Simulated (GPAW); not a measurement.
Crystal: SnO2.

```
Sn O
1.0
     0.00000    2.57415    2.57415
     2.57415    0.00000    2.57415
     2.57415    2.57415    0.00000
Sn O
1 2
Direct
  0.00000 0.00000 0.00000
  0.75000 0.75000 0.75000
  0.25000 0.25000 0.25000
```

Measurements of this composition are mostly on another form, of space group No. 136.

- Program: GPAW 26.7.0
- Task: single point
- Functional: PBE
- Potentials or basis: GPAW PAW data sets (gpaw-data 1.2.1)
- Cutoff: 800 eV
- Basis: pw
- k mesh: 9 × 9 × 9
- Occupations: fermi-dirac, width 0.05 eV
- Spin: no spin polarisation

On this cell: pressure -2.1 GPa; largest force zero by symmetry; band gap on the k mesh none (metal or under the smearing width).

The same run follows on a disturbed copy (atoms moved at random, drawn with an rms of 0.05 Å):

```
Sn O
1.0
     0.00000    2.57415    2.57415
     2.57415    0.00000    2.57415
     2.57415    2.57415    0.00000
Sn O
1 2
Cartesian
  0.0095 0.0492 -0.0540
  3.8914 3.8781 3.8590
  1.3295 1.2238 1.3118
```

What changes?

The energy (extrapolated to zero smearing) moves by +24.1 meV/atom; pressure -0.8 GPa; largest force 1.170 eV/Å; band gap on the k mesh none (metal or under the smearing width).

Forces on the atoms (eV/Å):
```
Sn   0.380 -0.602  0.589
O    0.027 -0.343 -0.033
O   -0.407  0.945 -0.556
```

Stress tensor (GPa, compression positive):
```
-1.00 -0.72  1.13
-0.72 -0.27 -1.03
 1.13 -1.03 -1.00
```
